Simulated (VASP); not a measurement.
Runs of VASP 6.6.1 on Si. The structure is cubic, space group Fd-3m (No. 227). The conventional cell has a = 5.434 Å, b = 5.434 Å, c = 5.434 Å, α = 90.00°, β = 90.00°, γ = 90.00°. Si (site symmetry -43m) has 4 Si at 2.35 Å as nearest neighbours. 

| task | cell | k mesh | cutoff (eV) | gap on the mesh (eV) | pressure (GPa) | relaxed volume (Å³/atom) |
| --- | --- | --- | --- | --- | --- | --- |
| single point | Fd-3m, 20.06 Å³/atom | 12 × 12 × 12 | 520 | 0.46 | 0.1 | - |
| single point | Fd-3m, 20.06 Å³/atom | 8 × 8 × 8 | 520 | 0.51 | 0.1 | - |
| relaxation of cell and atoms | relaxed | 8 × 8 × 8 | 600 | 0.51 | 0.0 | (a) |
| relaxation of cell and atoms | relaxed | 12 × 12 × 12 | 600 | 0.46 | -0.1 | 20.09 |

Alike in all rows: level PBEsol; potentials or basis VASP PAW PBE potentials, release 64 (Si); no spin polarisation; smearing gaussian 0.02 eV.

Problem. Fill in the values left out.

Solution. (a) 20.08.

Caveats: the PAW data sets were made with another functional, which shifts forces and pressure a little.

A k mesh can miss the band edges.
